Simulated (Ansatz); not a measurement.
# Electron scattering at the Σ9 (114) boundary in bcc Mo with H (interstitial), part 2 of 2

How much does the Σ9 (114) boundary in bcc Mo with H (interstitial) reflect electrons?

Ansatz 0.2.0; Ansatz plane-wave DFT, PBE, PAW files; relaxation of a bicrystal slab with its lowest layers held; PAW set soft_1 (the session's first sound run).

So far. Step 2 (Relaxing the bicrystal): The largest force component on a free atom ends at 0.024 eV/Å, under the tolerance of 0.03, after 8 steps.

## (3) Transmission across the boundary

Bulk layers of each grain are laid under and over the relaxed boundary, and a lead is named in the middle of each, away from the free faces. The mesh across the current, 16×16, is finer than the density's, because channels open and close sharply across the zone. Energies from -0.1 to 0.1 eV in steps of 0.05 eV are too few for the program's thermal sum, so it prints no conductance; for a metal the transmission near the Fermi level serves, at a fraction of the cost.

This step: Ansatz plane-wave DFT, PBE, PAW files; ballistic transport by layer matching (Landauer), zero bias; boundary relaxed in a short slab, bulk layers laid on; PAW set soft_1 (Ansatz 0.2.0).

System of this step: Σ9 (114) boundary in bcc Mo with H (interstitial). The cell holds 57 atoms: 56 Mo and 1 H. Its edges and angles: a = 5.219 Å, b = 4.451 Å, c = 49.235 Å, α = 90.0°, β = 90.0°, γ = 64.8°. It derives from Mo. Regions: lower grain, 23 atoms (23 Mo); boundary, 15 atoms (14 Mo and 1 H); upper grain, 19 atoms (19 Mo). Vacuum lies along c.

File input.yaml:

```yaml
crystal:
  lattice:
    - [5.2187091076, 0.0, 0.0]
    - [1.8977124028, 4.0256559262, 0.0]
    - [0.0, 0.0, 49.234998864]
  atoms:
    - { symbol: Mo, position: [-16.6666666671, 8.3333333335, 0.0812430201] }
    - { symbol: Mo, position: [-16.1111111115, 8.0555555557, 0.0963086244] }
    - { symbol: Mo, position: [-15.5555555559, 7.7777777779, 0.1113742288] }
    - { symbol: Mo, position: [-15.0000000004, 7.5000000002, 0.1264398331] }
    - { symbol: Mo, position: [-14.4444444448, 7.2222222224, 0.1415054375] }
    - { symbol: Mo, position: [-13.8888888892, 6.9444444446, 0.1565710418] }
    - { symbol: Mo, position: [-13.3333333337, 6.6666666668, 0.1716366462] }
    - { symbol: Mo, position: [-12.7777777781, 6.388888889, 0.1867022506] }
    - { symbol: Mo, position: [-12.2222222225, 6.1111111112, 0.2017678549] }
    - { symbol: Mo, position: [-11.666666667, 5.8333333335, 0.2168334593] }
    - { symbol: Mo, position: [-11.1111111114, 5.5555555557, 0.2318990636] }
    - { symbol: Mo, position: [-10.5555555558, 5.2777777779, 0.246964668] }
    - { symbol: Mo, position: [-10.0000000003, 5.0000000001, 0.2620302724] }
    - { symbol: Mo, position: [-9.4444444447, 4.7222222223, 0.2770958767] }
    - { symbol: Mo, position: [-8.8888888891, 4.4444444445, 0.2921614811] }
    - { symbol: Mo, position: [-8.3333333335, 4.1666666668, 0.3072270854] }
    - { symbol: Mo, position: [-7.777777778, 3.888888889, 0.3222926898] }
    - { symbol: Mo, position: [-7.2222222224, 3.6111111112, 0.3373582942] }
    - { symbol: Mo, position: [-6.6666666668, 3.3333333334, 0.3524238985] }
    - { symbol: Mo, position: [-6.1111111113, 3.0555555556, 0.3674895029] }
    - { symbol: Mo, position: [-5.5555555557, 2.7777777778, 0.3825551072] }
    - { symbol: Mo, position: [-5.0000000001, 2.5000000001, 0.3976207116] }
    - { symbol: Mo, position: [-4.4444444446, 2.2222222223, 0.412686316] }
    - { symbol: Mo, position: [0.111111111, 0.9444444445, 0.4277519203] }
    - { symbol: Mo, position: [0.6641622514, 0.6679188743, 0.4424790972] }
    - { symbol: Mo, position: [0.2201602952, 0.3899198524, 0.4583575001] }
    - { symbol: Mo, position: [0.7700523322, 0.1149738339, 0.4730454032] }
    - { symbol: Mo, position: [0.3395427256, 0.8302286372, 0.4876226034] }
    - { symbol: Mo, position: [0.8814427023, 0.5592786489, 0.5018091916] }
    - { symbol: Mo, position: [0.4478149013, 0.2760925494, 0.5258833198] }
    - { symbol: Mo, position: [0.0102129967, -0.0051064984, 0.5301659904] }
    - { symbol: H, position: [0.4473929566, 0.7763035217, 0.5296917081] }
    - { symbol: Mo, position: [0.8704322706, 0.5647838647, 0.5580657616] }
    - { symbol: Mo, position: [0.3271776787, 0.8364111606, 0.5729077659] }
    - { symbol: Mo, position: [0.7562276344, 0.1218861828, 0.586847045] }
    - { symbol: Mo, position: [0.2054373757, 0.3972813122, 0.6017290619] }
    - { symbol: Mo, position: [0.6444998317, 0.6777500841, 0.6171494982] }
    - { symbol: Mo, position: [0.0909886396, 0.9545056802, 0.6325104971] }
    - { symbol: Mo, position: [-4.464566916, 2.232283458, 0.6475761015] }
    - { symbol: Mo, position: [-5.0201224716, 2.5100612358, 0.6626417058] }
    - { symbol: Mo, position: [-5.5756780271, 2.7878390136, 0.6777073102] }
    - { symbol: Mo, position: [-6.1312335827, 3.0656167913, 0.6927729146] }
    - { symbol: Mo, position: [-6.6867891383, 3.3433945691, 0.7078385189] }
    - { symbol: Mo, position: [-7.2423446938, 3.6211723469, 0.7229041233] }
    - { symbol: Mo, position: [-7.7979002494, 3.8989501247, 0.7379697276] }
    - { symbol: Mo, position: [-8.353455805, 4.1767279025, 0.753035332] }
    - { symbol: Mo, position: [-8.9090113605, 4.4545056803, 0.7681009364] }
    - { symbol: Mo, position: [-9.4645669161, 4.732283458, 0.7831665407] }
    - { symbol: Mo, position: [-10.0201224717, 5.0100612358, 0.7982321451] }
    - { symbol: Mo, position: [-10.5756780272, 5.2878390136, 0.8132977494] }
    - { symbol: Mo, position: [-11.1312335828, 5.5656167914, 0.8283633538] }
    - { symbol: Mo, position: [-11.6867891384, 5.8433945692, 0.8434289582] }
    - { symbol: Mo, position: [-12.2423446939, 6.121172347, 0.8584945625] }
    - { symbol: Mo, position: [-12.7979002495, 6.3989501247, 0.8735601669] }
    - { symbol: Mo, position: [-13.3534558051, 6.6767279025, 0.8886257712] }
    - { symbol: Mo, position: [-13.9090113606, 6.9545056803, 0.9036913756] }
    - { symbol: Mo, position: [-14.4645669162, 7.2322834581, 0.9187569799] }
kpoints:
  mp_grid: { grid: [6, 6, 1] }
hamiltonian:
  xc: pbe
  pseudopotentials: { kind: paw, azcp: { folder: soft_1 } }
scf:
  occupations: { method: fermi_dirac, width: 0.1 }
output:
  transmission:
    leads: [[12, 13], [46, 47]]
    kmesh: [16, 16]
    e_range: [-0.1, 0.1]
    de: 0.05
  write_potential: true
  write_density: true
  volumetric_format: npy
  elf: true
```

Started as:

```sh
ansatz run input.yaml --threads 4 --pin off --max-ram 15360MiB --backend cpu --events-out ev --progress --plain --runs-dir out
```

Numbers of over 12 decimals in the logs are rounded to 6 here.

The log of the run:

```text
[...]
Crystal: 57 atoms, lattice volume = 1034.365 Å³
Basis set: ecut = 420 eV, 20273 PW (Γ)
Bands: 471, of which v1, the nominal top of the filled ones, is band 393 counted from 1 (392 counted from 0)
Symmetry: 2 space group operations
[...]
k-points: 13 of 36 (time reversal used)
[...]
SCF iter   1: F=—  HF=-277585.556088 eV  |F-HF|=—  |Δ(HF+E_count)|=         —  Δρ=1.01e-1  dr2=6.93e2  ethr=3.10e-3  ⟨swp⟩=6.2  Hψ=21321  notcnv=0
[...]
SCF iter  12: F=-277544.529245 eV  HF=-277544.529245 eV  |F-HF|=1.07e-8  |Δ(HF+E_count)|=   2.72e-8  Δρ=9.26e-7  dr2=2.25e-8  ethr=1.27e-11  ⟨swp⟩=16.5  Hψ=20901  notcnv=0
SCF 1 converged in 12 iterations: F = -277544.529245 eV  dr2 = 2.25e-8
[...]
transmission: 470 of 4672 steps passed
transmission: 938 of 4672 steps passed
[...]
transmission: 4672 of 4672 steps passed
WARN: The output density's exchange-correlation potential varies sharply where the density is thin. Do not read a vacuum level from v_tot or v_xc, or from such a field of the output density. On a cell that repeats whose density bears no net charge and no dipole along the vacuum's axis use v_es (v_loc + v_h of the components); under efield.dipole_correction with no amplitude use v_es + v_field, which holds any externa [...]
SCF converged after 12 iterations
Free energy (F): -277544.529245 eV
[...]
Internal energy: -277543.176547 eV  (E = F + TS)
E sigma→0 (E₀):  -277543.852896 eV
Entropy (-TS):   -1.352698 eV (-23.732 meV/atom)
Fermi energy:    17.282826 eV
[...]
--- Band table (eV; the first three rows and the last of 13) ---
  k-point 0: bands = [... 389 lower, 16.5846, 16.7687, 16.8818, 16.9318, 17.0810, 17.0893, 17.1447, 17.1590, ... 74 higher]
  k-point 1: bands = [... 389 lower, 16.8375, 16.8901, 16.9499, 16.9862, 17.0392, 17.0583, 17.0762, 17.1227, ... 74 higher]
  k-point 2: bands = [... 389 lower, 17.2008, 17.2546, 17.2917, 17.3314, 17.3997, 17.4876, 17.5368, 17.5611, ... 74 higher]
  k-point 12: bands = [... 389 lower, 17.7122, 17.7286, 17.9051, 17.9393, 18.0282, 18.0516, 18.0773, 18.1108, ... 74 higher]
--- Transmission ---
  basis      : 185 plane waves across, 64 finite elements along
  points     : 73, standing for a mesh of 16 x 16
  energies   : 5 from -0.100000 to 0.100000 eV about the Fermi level, 0.050000 eV apart; the leads are filled to 0.000000 eV, and channels, transmission and decay are at 0.000000 eV
  crystal 0  : Mo3, at the sites [12, 13], period 2.2253 Å, over 17.80 Å; its Hamiltonian steps by up to 23.6 meV
    offset         : up to 0.0000 Å between an atom of the period and one for which it stands
    channels       : 3.289062e0 a spin
    conductance    : none, the energies end too early or step too widely for 300 K: set another output.transmission.e_range or a lower de, or, where they end at an eighth of basis.ecutwfc, a higher one
[...]
channels       : 3.289062e0 a spin
[...]
junction   : crystal 0 to crystal 1, 12.86 to 36.38 Å
    transmission   : 1.667111e0 a spin
[...]
```

It took 20 min on 4 threads of Arm Neoverse V1, shared host; peak memory 11 GiB.

This step gave:

* free energy: -277544.5292 eV
* energy at zero smearing: -277543.8529 eV
* Fermi energy: 17.28 eV
* cell area: 21.01 Å²
* transmission per spin nearest the Fermi level: 1.667
* open channels per spin nearest the Fermi level: 3.289
* open channels per spin, upper lead: 3.289
* step of the lead's potential: 23.6 meV
* step of the upper lead's potential: 21.6 meV

Per spin. The transmission, zone mean by energy, zero at the Fermi level:

```tsv
energy (eV)	transmission, zone mean
-0.1000	1.66
-0.0500	1.67
0.0000	1.67
0.0500	1.74
0.1000	1.76
```

Per spin. Open channels, zone mean, lead = upper lead against energy, zero at the Fermi level:

```tsv
energy (eV)	open channels, zone mean, lead = upper lead
-0.1000	3.37
-0.0500	3.31
0.0000	3.29
0.0500	3.51
0.1000	3.59
```

Transmission over k1 and k2. At 0.0000 eV from the Fermi level.

Ten even steps from '_' (0.46) to '@' (3.00):
```
--====****====--====++====++====
##@@%%==%%@@####****......****##
##**++++**##%%**====....====**%%
==--==--==--..::==__..__==::..--
==++++==____::==--____--==::____
------++----..**==..==**..----++
----++##++**##**----**##**++##++
--####%%######++**++######%%####
--++##++**##**----**##**++##++--
--++----..**==..==**..----++----
==____::==--____--==::____==++++
==--..::==__..__==::..--==--==--
##%%**====....====**%%##**++++**
####****......****####@@%%==%%@@
--====++====++====--====****====
++==++++==++++==++==++++==++++==
```
Columns: k1 (b1) from -0.5 to 0.438; rows upwards: k2 (b2) from -0.5 to 0.438.

Open channels over k1 and k2. At 0.0000 eV from the Fermi level.

Ten even steps from '_' (1.00) to '@' (6.00):
```
==************==**==**====**==**
%%@@%%==%%@@%%%%%%%%==::==%%%%%%
%%%%====%%%%%%%%====____====%%%%
==::**::====::::::______::::::==
::::::::========::____::========
::::::**====::**==::==**::====**
::::==**==******::::******==**==
::==**********==**==**********==
::==**==******::::******==**==::
::**====::**==::==**::====**::::
::========::____::========::::::
====::::::______::::::====::**::
%%%%%%====____====%%%%%%%%====%%
%%%%%%%%==::==%%%%%%%%@@%%==%%@@
==**==**====**==**==************
**==**********==**==**********==
```
Columns: k1 (b1) from -0.5 to 0.438; rows upwards: k2 (b2) from -0.5 to 0.438.

Electrostatic potential energy in the ca plane at fractional y = 0.788, with atoms of Mo and H within 0.2 Å of it. With pseudopotentials it is smooth inside the atoms' cores, unlike the true potential.

Ten even steps from '0' (-48 eV) to '9' (18 eV), each cell a mean:
```
88999999999999999999998899999999999999999999
99999999999999999878899998789999999999998899
99999999998899999877899997678999998899999999
99999999864479999877899998779999864589999999
99889999731148999999999999899999621258999999
86457999731148999999999999999999610158999756
62004899864468976679997899976789742369997311
50002799987899741147984699731268976789995000
61003899999999610016997898500038999999996100
85347998778999720027999998500048999888998422
98889986346999853358998899732369998645799877
99999985235899988889986789987799998533699999
99999986447999999999975689999999998544799999
88999998778999999999976789999999999877899999
```
Columns run along c (16.0 Å, from fractional 0.37 to 0.69 of the cell; values clipped at the 3rd and 97th percentile), rows up along a (5.2 Å). Atoms in or near the plane, at fractional coordinates: Mo at (0.38, 0.44), Mo at (0.49, 0.34), H at (0.53, 0.45), Mo at (0.57, 0.33), Mo at (0.68, 0.42).

ELF in the ca plane at fractional y = 0.788, with atoms of Mo and H within 0.2 Å of it. It is the smooth field of the valence electrons, not physical close to the nuclei.

Values, 8 rows by 16 columns, each cell a mean:
```
0.26 0.25 0.31 0.31 0.40 0.29 0.29 0.29 0.30 0.29 0.31 0.33 0.38 0.32 0.24 0.27
0.38 0.29 0.35 0.26 0.30 0.34 0.29 0.24 0.34 0.29 0.30 0.33 0.26 0.33 0.24 0.33
0.30 0.31 0.38 0.53 0.50 0.39 0.29 0.20 0.24 0.21 0.37 0.34 0.65 0.36 0.39 0.30
0.50 0.48 0.29 0.47 0.45 0.30 0.35 0.38 0.60 0.31 0.34 0.31 0.65 0.32 0.30 0.57
0.54 0.56 0.32 0.30 0.31 0.51 0.60 0.42 0.84 0.33 0.66 0.35 0.32 0.33 0.35 0.60
0.39 0.38 0.28 0.34 0.35 0.46 0.61 0.31 0.37 0.41 0.65 0.33 0.32 0.29 0.30 0.53
0.32 0.37 0.37 0.56 0.34 0.32 0.29 0.29 0.27 0.31 0.33 0.35 0.33 0.53 0.32 0.31
0.23 0.35 0.31 0.32 0.37 0.39 0.39 0.30 0.35 0.36 0.38 0.40 0.30 0.38 0.32 0.34
```
Columns run along c (16.0 Å, from fractional 0.37 to 0.69 of the cell), rows up along a (5.2 Å). Atoms in or near the plane, at fractional coordinates: Mo at (0.38, 0.44), Mo at (0.49, 0.34), H at (0.53, 0.45), Mo at (0.57, 0.33), Mo at (0.68, 0.42).

Valence density in the ca plane at fractional y = 0.788, with atoms of Mo and H within 0.2 Å of it. It is the smooth field of the valence electrons, not physical close to the nuclei.

Ten even steps from '0' (0.2 e/Å³) to '9' (6.9 e/Å³), each cell a mean:
```
00000000000000000000000000000000000000000000
00000000000000000000000000000000000000000000
00000000000000000000000000100000000000000000
00000000012210000000000000000000012100000000
00000000035520000000000000000000146410000000
01220000036520000000000000000000147520000011
15762000013210001100000000001100024310000366
27994000000000036630001000135410001000001699
15873000000000159951000000279730000000001598
01321000000000048841000000269720000000000244
00000001221000013310000000034310000121000000
00000002431000000000000000000000000232100000
00000001221000000000001100000000000122000000
00000000000000000000001100000000000000000000
```
Columns run along c (16.0 Å, from fractional 0.37 to 0.69 of the cell), rows up along a (5.2 Å). Atoms in or near the plane, at fractional coordinates: Mo at (0.38, 0.44), Mo at (0.49, 0.34), H at (0.53, 0.45), Mo at (0.57, 0.33), Mo at (0.68, 0.42).

Over the solved energies the transmission per spin lies between 1.66 and 1.76, out of 3.41 channels of the lead on average (up to 3.59).

## (4) Specific resistance

This step: Ansatz plane-wave DFT, PBE, PAW files; ballistic transport by layer matching (Landauer), zero bias; specific resistance of the boundary; PAW set soft_1 (Ansatz 0.2.0).

Numbers from this step:

```
area resistance                      : 0.8010 fΩ m²
T over the leads' mean channel count : 0.4980
```

Averaged over the energies near the Fermi level, 49.8 % of the channels pass, which makes 0.801 fΩ m².

By hand, with T and the leads' channels N averaged over the energies near the Fermi level: RA = A (h/2e²)(1/T − ½[1/N₁ + 1/N₂]) = 21.01×10⁻²⁰ m² × 12 906 Ω × (1/1.699 − ½[1/3.413 + 1/3.413]) = 0.801 fΩ m².

## (5) Results

* specific resistance of the boundary: 0.801 fΩ m²
* share of channels that pass: 0.498

What this shows: The boundary has a specific resistance of 0.80 fΩ m². The boundary reflects 50 % of the channels; 0.80 fΩ m² is 8.0×10⁻¹² Ω·cm². That equals the resistance of 15 nm of bulk Mo at 300 K (measured 5.52 µΩ cm, CRC Handbook of Chemistry and Physics, 84th ed., 2003, Electrical Resistivity of Pure Metals). One H in 21.0 Å² of boundary is a high coverage. One starting structure was relaxed; another shift or atom count at the boundary may lie lower.

[Logs are printed without paths, hosts, clocks, repeated set-up lines and the standing remarks that a program may print on its own settings, such as how far it seeks lower states.]

[Hosts, paths, dates, database ids (printed as entryN), source tags and the programs' standing remarks are cut or masked in the printed files.]
